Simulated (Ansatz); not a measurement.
System: InSe (GaSe type monolayer).

The cell holds 4 atoms: 2 In and 2 Se. Its edges and angles: a = 3.952 Å, b = 3.952 Å, c = 33.900 Å, α = 90.0°, β = 90.0°, γ = 120.0°. Vacuum lies along c.

```xyz
4
Lattice="3.9523 0.0000 0.0000 -1.9761 3.4228 0.0000 0.0000 0.0000 33.9000" Properties=species:S:1:pos:R:3
In    0.0000    2.2819   18.3266
In    0.0000    2.2819   15.5734
Se    1.9761    1.1409   19.6256
Se    1.9761    1.1409   14.2744
```

The structure was relaxed with PBEsol-D3(BJ). At the settings of the band run the largest force is still 0.06 eV/Å. The runs that relaxed it are not among those shown. PAW set soft_2, made with PBE.

Gaps computed with Ansatz 0.2.0 without a self-energy: PBEsol 1.83 eV and PBEsol+SOC 1.80 eV.

Question: Estimate the G0W0@PBEsol gap with 6×6×1 mesh, 609 empty bands, screening to 70 eV, default PAW files.

About 3.10 eV: on its mesh the run moves the gap from 1.83 eV by +1.27 eV. Bands and cutoff are finite, so the gap is not at the basis limit. The miss can reach some tenths of an eV and take either sign; the mesh is an error of its own. The mesh in the plane is coarse for a sheet; gap and any exciton binding can still move on denser ones. The many-body steps are scalar-relativistic: spin-orbit coupling is not in them.

[Paths, hosts, dates, memory and timing lines, banners, echoed tables and standing remarks are left out of the program output.]

[Logs are printed without paths, hosts, clocks, repeated set-up lines and the standing remarks that a program may print on its own settings, such as how far it seeks lower states.]

[Runs of the session that timed out or met a known fault of the program may be left out.]

[Cells called generated may have been cut or substituted from an entry of the Crystallography Open Database or the Materials Project.]

[Hosts, paths, dates, database ids (printed as entryN), source tags and the programs' standing remarks are cut or masked in the printed files.]
